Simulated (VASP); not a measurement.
## Results of a VASP single-point calculation on LiBr (strained rocksalt)

POSCAR

```
Li Br
 1.0000000000000000
     0.0000000000000000    2.7258672215000002    2.7258672215000002
     2.7258672215000002    0.0000000000000000    2.7258672215000002
     2.7258672215000002    2.7258672215000002    0.0000000000000000
 Li  Br
   1   1
Cartesian
  0.0000000000000000  0.0000000000000000  0.0000000000000000
  2.7258672215000002  2.7258672215000002  2.7258672215000002
```

* gap between bands v and c: 6.01 eV
* least direct gap: 6.01 eV

Band v is the last that the valence electrons fill when counted band by band, and c is the next. Levels in eV from the top of v:

```json
{"point": "Γ", "v−1": "0.00", "v": "0.00", "c": "6.01", "c+1": "11.23"}
{"point": "X", "v−1": "-1.21", "v": "-1.21", "c": "7.13", "c+1": "7.70"}
{"point": "K", "v−1": "-1.94", "v": "-0.92", "c": "7.45", "c+1": "9.57"}
{"point": "L", "v−1": "-0.29", "v": "-0.29", "c": "6.40", "c+1": "8.89"}
{"point": "W", "v−1": "-2.26", "v": "-1.19", "c": "8.98", "c+1": "9.52"}
```

Problem. Which of these levels of theory gave these results?
A. PBE with spin–orbit coupling
B. r²SCAN
C. LDA
D. PBEsol
E. HSE06
F. PBE
G. PBE0

Solution. B.

The INCAR was:

```
NELM = 120
LELF = .TRUE.
EDIFF = 1E-7
LCHARG = .TRUE.
SIGMA = 0.01
LWAVE = .FALSE.
ISIF = 2
IBRION = -1
NSW = 0
ALGO = Normal
LASPH = .TRUE.
ENCUT = 520
LREAL = .FALSE.
PREC = Accurate
NBANDS = 12
ISMEAR = 0
METAGGA = R2SCAN
```
